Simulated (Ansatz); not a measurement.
## Molecular dynamics of WC

The input (input.yaml):

```yaml
crystal:
  lattice:
    - [-2.993637, -5.185131, 0.0]
    - [4.490455, -2.592565, 0.0]
    - [0.0, 0.0, 5.875883]
  atoms:
    - { symbol: W, position: [0.75, 0.5, 0.0] }
    - { symbol: C, position: [0.5, 0.6666667, 0.25] }
    - { symbol: W, position: [0.75, 0.5, 0.5] }
    - { symbol: C, position: [0.5, 0.6666667, 0.75] }
    - { symbol: W, position: [0.5, 0.0, 0.0] }
    - { symbol: C, position: [0.25, 0.1666667, 0.25] }
    - { symbol: W, position: [0.5, 0.0, 0.5] }
    - { symbol: C, position: [0.25, 0.1666667, 0.75] }
    - { symbol: W, position: [0.25, 0.5, 0.0] }
    - { symbol: C, position: [0.0, 0.6666667, 0.25] }
    - { symbol: W, position: [0.25, 0.5, 0.5] }
    - { symbol: C, position: [0.0, 0.6666667, 0.75] }
    - { symbol: W, position: [0.0, 0.0, 0.0] }
    - { symbol: C, position: [0.75, 0.1666667, 0.25] }
    - { symbol: W, position: [0.0, 0.0, 0.5] }
    - { symbol: C, position: [0.75, 0.1666667, 0.75] }
basis:
  ecutwfc: 420.0
kpoints:
  mp_grid: { grid: [3, 3, 3] }
hamiltonian:
  xc: pbe
  pseudopotentials: { kind: paw, azcp: { folder: soft_1 } }
scf:
  occupations: { method: fermi_dirac, width: 0.36 }
  lower_state_search: "off"
md:
  timestep: 0.75
  n_steps: 90
  ensemble: nvt_langevin
  temperature: 4200.0
  initial_velocities: maxwell_boltzmann
  seed: 122565
  friction: 0.02
```

Run as:

```bash
$ ansatz run input.yaml --threads 2 --pin off --max-ram 5120MiB --backend cpu --events-out ev --progress --plain --runs-dir out
```

It starts from a structure without forces on its atoms.

Output, in part (one step line in 2):

```
md step     0: t =     0.00 fs  T =  3937.5 K  F+E_penalty+E_count = -85096.68764785 eV  E_kin = 8.143380 eV  (8 SCF iters)
md step     2: t =     1.50 fs  T =  3586.6 K  F+E_penalty+E_count = -85096.55931876 eV  E_kin = 7.417592 eV  (6 SCF iters)
md step     4: t =     3.00 fs  T =  3829.9 K  F+E_penalty+E_count = -85096.20493755 eV  E_kin = 7.920800 eV  (6 SCF iters)
md step     6: t =     4.50 fs  T =  3571.8 K  F+E_penalty+E_count = -85095.63902196 eV  E_kin = 7.386961 eV  (5 SCF iters)
md step     8: t =     6.00 fs  T =  2871.6 K  F+E_penalty+E_count = -85094.92629240 eV  E_kin = 5.938952 eV  (5 SCF iters)
md step    10: t =     7.50 fs  T =  2446.8 K  F+E_penalty+E_count = -85094.28440443 eV  E_kin = 5.060376 eV  (6 SCF iters)
md step    12: t =     9.00 fs  T =  2273.1 K  F+E_penalty+E_count = -85093.71868591 eV  E_kin = 4.701163 eV  (6 SCF iters)
md step    14: t =    10.50 fs  T =  2106.0 K  F+E_penalty+E_count = -85093.19484206 eV  E_kin = 4.355478 eV  (5 SCF iters)
md step    16: t =    12.00 fs  T =  2279.0 K  F+E_penalty+E_count = -85092.76812489 eV  E_kin = 4.713247 eV  (5 SCF iters)
md step    18: t =    13.50 fs  T =  2165.7 K  F+E_penalty+E_count = -85092.38916494 eV  E_kin = 4.478916 eV  (5 SCF iters)
md step    20: t =    15.00 fs  T =  2106.9 K  F+E_penalty+E_count = -85092.10110276 eV  E_kin = 4.357500 eV  (6 SCF iters)
md step    22: t =    16.50 fs  T =  2149.1 K  F+E_penalty+E_count = -85091.86785017 eV  E_kin = 4.444652 eV  (5 SCF iters)
md step    24: t =    18.00 fs  T =  2232.6 K  F+E_penalty+E_count = -85091.72078173 eV  E_kin = 4.617417 eV  (5 SCF iters)
md step    26: t =    19.50 fs  T =  1788.4 K  F+E_penalty+E_count = -85091.66860266 eV  E_kin = 3.698730 eV  (5 SCF iters)
md step    28: t =    21.00 fs  T =  2142.2 K  F+E_penalty+E_count = -85091.57798666 eV  E_kin = 4.430326 eV  (5 SCF iters)
md step    30: t =    22.50 fs  T =  2421.4 K  F+E_penalty+E_count = -85091.55090761 eV  E_kin = 5.007911 eV  (6 SCF iters)
md step    32: t =    24.00 fs  T =  2327.7 K  F+E_penalty+E_count = -85091.54252455 eV  E_kin = 4.814105 eV  (5 SCF iters)
md step    34: t =    25.50 fs  T =  2352.9 K  F+E_penalty+E_count = -85091.46335424 eV  E_kin = 4.866159 eV  (5 SCF iters)
md step    36: t =    27.00 fs  T =  2435.3 K  F+E_penalty+E_count = -85091.41942070 eV  E_kin = 5.036670 eV  (5 SCF iters)
md step    38: t =    28.50 fs  T =  2275.9 K  F+E_penalty+E_count = -85091.40677987 eV  E_kin = 4.707025 eV  (5 SCF iters)
md step    40: t =    30.00 fs  T =  2398.7 K  F+E_penalty+E_count = -85091.45342175 eV  E_kin = 4.960839 eV  (6 SCF iters)
md step    42: t =    31.50 fs  T =  2865.6 K  F+E_penalty+E_count = -85091.49482704 eV  E_kin = 5.926441 eV  (5 SCF iters)
md step    44: t =    33.00 fs  T =  2518.6 K  F+E_penalty+E_count = -85091.46712471 eV  E_kin = 5.208784 eV  (5 SCF iters)
md step    46: t =    34.50 fs  T =  2749.1 K  F+E_penalty+E_count = -85091.40174458 eV  E_kin = 5.685546 eV  (5 SCF iters)
md step    48: t =    36.00 fs  T =  2911.6 K  F+E_penalty+E_count = -85091.25763843 eV  E_kin = 6.021632 eV  (5 SCF iters)
md step    50: t =    37.50 fs  T =  2722.1 K  F+E_penalty+E_count = -85091.05079936 eV  E_kin = 5.629653 eV  (6 SCF iters)
md step    52: t =    39.00 fs  T =  3181.7 K  F+E_penalty+E_count = -85090.78947804 eV  E_kin = 6.580268 eV  (5 SCF iters)
md step    54: t =    40.50 fs  T =  3349.6 K  F+E_penalty+E_count = -85090.46479634 eV  E_kin = 6.927471 eV  (5 SCF iters)
md step    56: t =    42.00 fs  T =  3548.3 K  F+E_penalty+E_count = -85090.06847934 eV  E_kin = 7.338364 eV  (5 SCF iters)
md step    58: t =    43.50 fs  T =  3496.4 K  F+E_penalty+E_count = -85089.58548505 eV  E_kin = 7.231061 eV  (5 SCF iters)
md step    60: t =    45.00 fs  T =  3550.2 K  F+E_penalty+E_count = -85088.89388027 eV  E_kin = 7.342363 eV  (6 SCF iters)
md step    62: t =    46.50 fs  T =  2951.4 K  F+E_penalty+E_count = -85088.18548792 eV  E_kin = 6.103936 eV  (5 SCF iters)
md step    64: t =    48.00 fs  T =  2536.0 K  F+E_penalty+E_count = -85087.64567939 eV  E_kin = 5.244793 eV  (5 SCF iters)
md step    66: t =    49.50 fs  T =  2549.6 K  F+E_penalty+E_count = -85087.44474437 eV  E_kin = 5.273015 eV  (5 SCF iters)
md step    68: t =    51.00 fs  T =  2757.8 K  F+E_penalty+E_count = -85087.58147755 eV  E_kin = 5.703674 eV  (5 SCF iters)
md step    70: t =    52.50 fs  T =  2933.0 K  F+E_penalty+E_count = -85087.81597531 eV  E_kin = 6.065927 eV  (7 SCF iters)
md step    72: t =    54.00 fs  T =  3523.0 K  F+E_penalty+E_count = -85088.13285412 eV  E_kin = 7.286110 eV  (5 SCF iters)
md step    74: t =    55.50 fs  T =  3862.0 K  F+E_penalty+E_count = -85088.43485811 eV  E_kin = 7.987216 eV  (5 SCF iters)
md step    76: t =    57.00 fs  T =  3766.5 K  F+E_penalty+E_count = -85088.59329877 eV  E_kin = 7.789646 eV  (5 SCF iters)
md step    78: t =    58.50 fs  T =  4202.8 K  F+E_penalty+E_count = -85088.60092652 eV  E_kin = 8.692059 eV  (5 SCF iters)
md step    80: t =    60.00 fs  T =  4317.0 K  F+E_penalty+E_count = -85088.61643386 eV  E_kin = 8.928201 eV  (7 SCF iters)
md step    82: t =    61.50 fs  T =  4539.3 K  F+E_penalty+E_count = -85088.52822659 eV  E_kin = 9.388049 eV  (5 SCF iters)
md step    84: t =    63.00 fs  T =  4563.0 K  F+E_penalty+E_count = -85088.46293458 eV  E_kin = 9.437046 eV  (5 SCF iters)
md step    86: t =    64.50 fs  T =  4524.6 K  F+E_penalty+E_count = -85088.34479636 eV  E_kin = 9.357644 eV  (5 SCF iters)
md step    88: t =    66.00 fs  T =  4838.5 K  F+E_penalty+E_count = -85088.13026101 eV  E_kin = 10.006877 eV  (5 SCF iters)
md step    90: t =    67.50 fs  T =  4625.1 K  F+E_penalty+E_count = -85087.95311929 eV  E_kin = 9.565456 eV  (7 SCF iters)
```

All steps were run. The mean temperature of the second half is 16 % below the set value. A run of 0.068 ps of so small a system gives no equilibrium averages. Limits of this set-up: coarse k mesh.

Mean squared displacements from the first frame to the last, about the centre of mass: W 0.05 Å², C 0.14 Å².

Last frame:

```xyz
16
Lattice="-2.9936 -5.1851 0.0000 4.4905 -2.5926 0.0000 0.0000 0.0000 5.8759" Properties=species:S:1:pos:R:3
W 0.048 -5.090 -0.053
C 1.579 -4.797 1.668
W -0.196 -5.283 2.840
C 1.422 -4.163 4.634
W -1.581 -2.337 0.227
C 0.367 -1.389 1.621
W -1.699 -2.732 3.113
C 0.023 -1.888 4.383
W 1.554 -2.511 0.073
C 3.434 -1.829 1.190
W 1.573 -2.705 2.894
C 2.881 -1.604 4.515
W 0.161 -0.165 -0.006
C -1.428 -4.192 1.301
W 0.084 0.150 2.969
C -1.772 -4.313 4.507
```

The run took 18 min on 2 threads of AMD EPYC 7R43 64-Core Processor (Zen 3) (shared host), peak memory 0.81 GiB.
